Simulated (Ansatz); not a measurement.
# Relaxing PbO

Theory: DFT PBE, scalar-relativistic, plane waves, PAW (Ansatz). Cutoff 420 eV, Γ-centred k mesh, Gaussian smearing, no spin polarisation in the final step.

The start puts PbO on the GeS structure type (Pnma, No. 62), with Pb in place of Ge, O in place of S, at a guessed volume.

```yaml
crystal:
  lattice:
    - [11.00531, 0.00000, 0.00000]
    - [0.00000, 3.84764, 0.00000]
    - [0.00000, 0.00000, 4.53284]
  atoms:
    - { symbol: Pb, position: [0.12100, 0.25000, 0.10600] }
    - { symbol: Pb, position: [0.87900, 0.75000, 0.89400] }
    - { symbol: Pb, position: [0.37900, 0.75000, 0.60600] }
    - { symbol: Pb, position: [0.62100, 0.25000, 0.39400] }
    - { symbol: O, position: [0.85200, 0.25000, 0.50300] }
    - { symbol: O, position: [0.14800, 0.75000, 0.49700] }
    - { symbol: O, position: [0.64800, 0.75000, 0.00300] }
    - { symbol: O, position: [0.35200, 0.25000, 0.99700] }
```

Cell and atoms relax at zero pressure; the relaxation can't lower the symmetry of the start. After a coarse first stage the cell is made exact in the group found at 0.06 Å.

The zero of energy is the elements' standard structures at the same level (O₂ as a molecule); no fitted shifts are applied.

Q: What does it relax into?

A: It keeps Pnma (No. 62), but not the shape of the type it started on. Conventional cell: a = 12.771 Å, b = 3.588 Å, c = 3.764 Å. Pb has 3 O at 2.25–2.35 Å; O has 3 Pb at 2.25–2.35 Å.

```
Pb O
1.0
    12.77065    0.00000    0.00000
     0.00000    3.58821    0.00000
     0.00000    0.00000    3.76378
Pb O
4 4
Direct
  0.14305 0.25000 0.19130
  0.85695 0.75000 0.80870
  0.35695 0.75000 0.69130
  0.64305 0.25000 0.30870
  0.81563 0.25000 0.43092
  0.18437 0.75000 0.56908
  0.68437 0.75000 0.93092
  0.31563 0.25000 0.06908
```

Q: What are its volume, energy, density and gap?

A: The volume per atom is 21.6 Å³ and the density is 8.6 g/cm³. The energy over the elements is -1.053 eV/atom and the gap on the 4×8×8 mesh is 1.93 eV.

The final run used a 4×8×8 mesh on its 8-atom cell and 0.02 eV smearing. Weakly bound directions are ill-defined at this level, which has no dispersion term. Spin–orbit coupling is left out. Symmetry constrained the relaxation, so the result can be a saddle point.

Cost: 4 runs of about 12 core-minutes in all, on Arm Neoverse V1 (shared hosts).